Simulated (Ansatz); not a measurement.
The following input was run with Ansatz 0.2.0.

```yaml
crystal:
  lattice:
    - [2.155, -5.8525, 0.0]
    - [2.155, 5.8525, 0.0]
    - [0.0, 0.0, 4.318]
  atoms:
    - { symbol: Sn, position: [0.88, 0.12, 0.25] }
    - { symbol: Sn, position: [0.12, 0.88, 0.75] }
    - { symbol: Se, position: [0.644, 0.356, 0.25] }
    - { symbol: Se, position: [0.356, 0.644, 0.75] }
basis:
  ecutwfc: 420
kpoints:
  mp_grid: { grid: [4, 4, 4] }
hamiltonian:
  xc: pbe
  dispersion: d3bj
scf:
  occupations: { method: gaussian, width: 0.1 }
output:
  forces: true
  stress: true
  eigenvalues: true
```

It can be run as
```bash
ansatz run input.yaml --threads 1 --pin off --backend cpu --events-out ev --progress --plain --runs-dir out  # memory cap (--max-ram) not shown
```

Method: Ansatz 0.2.0, DFT PBE+D3(BJ), scalar-relativistic, plane waves, PAW.

Abridged output (final results; tables in files aren't shown):

```
SCF 1 converged in 7 iterations: F = -22989.708305 eV  dr2 = 2.78e-9
SCF converged after 7 iterations
Free energy (F): -22989.708305 eV
Harris-Foulkes:  -22989.708305 eV  (|F-HF|=4.95e-10)
Internal energy: -22989.708305 eV  (E = F + TS)
E sigma→0 (E₀):  -22989.708305 eV
Entropy (-TS):    0.000000 eV ( 0.000 meV/atom)
Fermi energy:    8.734428 eV
--- Per-component energies (eV) ---
  E_band       = -954.129277
  E_kinetic    = 605.526074
  E_local      = -6633.355468  (includes V_loc(G=0)·N_el)
  E_nonlocal   = -1257.012934
  E_hartree    = 3491.193813
  E_xc         = -974.163800
  E_vxc        = -388.484490  (∫ρ·V_xc dr)
  E_paw        = -12089.370207  (= ΣΔE_a)
  E_vpaw       = -263.188983  (= ΣTr[D̂ρ^β])
  E_aug_tail   = -0.001215  (compensation charges beyond the density's cutoff)
  E_ewald      = -6131.105027
  E_disp       = -1.419541  (pairwise vdW)
  E_smearing   =  0.000000  (= −TS)
--- Forces (eV/Å), atoms counted from 1 ---
  atom   1  Sn     0.00000000     0.28607132     0.00000000
  atom   2  Sn     0.00000000    -0.28607132     0.00000000
  atom   3  Se     0.00000000    -0.05264602     0.00000000
  atom   4  Se     0.00000000     0.05264602     0.00000000
--- Stress (GPa, compression-positive) ---
       -3.175757       0.000000       0.000000
        0.000000      -1.885134       0.000000
        0.000000       0.000000      -3.092591
  P = ⅓ Tr σ = -2.7178 GPa (-27.178 kbar)
--- Band table (eV; the first three rows and the last of 21) ---
  k-point 0: bands = ["-38.5426", "-38.5425", "-38.5416", "-38.5416", "-38.5407", "-38.5406", "-38.5400", "-38.5398", "-38.5393", "-38.5389", "-12.7008", "-12.7002", "-12.6881", "-12.6840", "-12.6835", "-12.6671", "-12.6505", "-12.6471", "-12.6439", "-12.6165", "-4.7796", "-3.3637", "2.8486", "3.0785", "4.0544", "5.3716", "5.8613", "6.4929", "7.1842", "8.1322", "12.3769", "12.4863", "12.5591", "12.9458", "13.4346"]
  k-point 1: bands = ["-38.5426", "-38.5425", "-38.5416", "-38.5416", "-38.5407", "-38.5406", "-38.5399", "-38.5398", "-38.5392", "-38.5389", "-12.6976", "-12.6949", "-12.6919", "-12.6888", "-12.6813", "-12.6572", "-12.6504", "-12.6479", "-12.6433", "-12.6238", "-4.4972", "-3.4276", "2.0228", "2.5690", "4.2513", "6.0224", "6.2813", "6.8542", "7.6508", "7.7881", "11.0910", "11.1456", "11.3718", "12.0160", "13.2901"]
  k-point 2: bands = ["-38.5426", "-38.5426", "-38.5416", "-38.5416", "-38.5406", "-38.5406", "-38.5398", "-38.5398", "-38.5391", "-38.5391", "-12.6946", "-12.6946", "-12.6941", "-12.6941", "-12.6639", "-12.6639", "-12.6442", "-12.6442", "-12.6394", "-12.6394", "-3.8551", "-3.8551", "1.7279", "1.7279", "5.3025", "5.3025", "7.1125", "7.1125", "8.3950", "8.3950", "9.6077", "9.6077", "10.2620", "10.2620", "13.7742"]
  k-point 20: bands = ["-38.5425", "-38.5425", "-38.5416", "-38.5416", "-38.5406", "-38.5406", "-38.5398", "-38.5398", "-38.5391", "-38.5391", "-12.6937", "-12.6937", "-12.6922", "-12.6922", "-12.6702", "-12.6702", "-12.6465", "-12.6465", "-12.6326", "-12.6326", "-3.8004", "-3.8004", "1.1298", "1.1298", "6.9439", "6.9439", "7.2844", "7.2844", "7.6672", "7.6672", "10.1854", "10.1854", "10.8718", "10.8718", "11.5452"]
```

Self-consistency was reached.

The k mesh is coarse.